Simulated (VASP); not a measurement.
A run of VASP 6.6.1:

INCAR

```
SYSTEM = Al27H
  PREC = Accurate
  ENCUT = 520
  EDIFF = 1E-7
  ISMEAR = 0
  SIGMA = 0.1
  LREAL = Auto
  LASPH = .True.
  NELM = 100
  ALGO = Fast
  ISIF = 2
  LWAVE = .False.
  LCHARG = .False.
  GGA = PE
  NBANDS = 61
```

KPOINTS

```
Automatic mesh
0
Gamma
  3 3 3
  0 0 0
```

Contents of POSCAR:

```
Al27H
1.0
   -6.0624313821     -6.0624313821      0.0000000000
   -6.0624313821      0.0000000000     -6.0624313821
    0.0000000000     -6.0624313821     -6.0624313821
Al H
27 1
Direct
    0.6672170364      0.6672429336      0.6672275932
    0.3316890325      0.6672324592      0.6672204179
    0.0025346266      0.6641173724      0.6641346922
    0.6672308922      0.3316483723      0.6672351809
    0.3333358965      0.3333451338      0.6675092459
   -0.0008446281      0.3333274016      0.6675083386
    0.6640913103      0.0025702559      0.6640871865
    0.3333136283     -0.0008316795      0.6675211223
    0.0025442762      0.0025330596      0.6641233931
    0.6672134899      0.6672308097      0.3316931563
    0.3333281439      0.6675292049      0.3333362264
   -0.0008463601      0.6675267306      0.3333332573
    0.6675053695      0.3333452162      0.3333417523
    0.3333333398      0.3333333398      0.3333333398
   -0.0008545251      0.3333346594      0.3333544535
    0.6675184006     -0.0008347311      0.3333043086
    0.3333433193     -0.0008422363      0.3333198964
   -0.0005562125     -0.0005199234      0.3349731934
    0.6641091249      0.6640904855      0.0025592042
    0.3333269068      0.6675279677     -0.0008418240
    0.0025855963      0.6640754750      0.0025808127
    0.6675071840      0.3333120612     -0.0008436384
    0.3333642680      0.3333190716     -0.0008511437
   -0.0005680889      0.3350383488     -0.0005581919
    0.6641732081      0.0024862137      0.0024947911
    0.3349751728     -0.0005265214     -0.0005515939
   -0.0005664394     -0.0005430165     -0.0005623156
    0.8334448147      0.8332632044      0.8331959047
```

Potentials or basis: VASP PAW PBE potentials, release 64 (Al, H).

Launch:

```console
$ cat potpaw_PBE.64/Al/POTCAR potpaw_PBE.64/H/POTCAR > POTCAR
$ mpirun -np 1 vasp_std > vasp.out
```

Hardware: 1 thread of Intel(R) Xeon(R) Platinum 8559C (Emerald Rapids) (shared host).

Q: How long does it take, and how much memory?

A: It took 13 min on 1 thread of Intel(R) Xeon(R) Platinum 8559C (Emerald Rapids), with other jobs on the host, peak memory 0.67 GiB. Counts: scf iterations 16, k points 14.
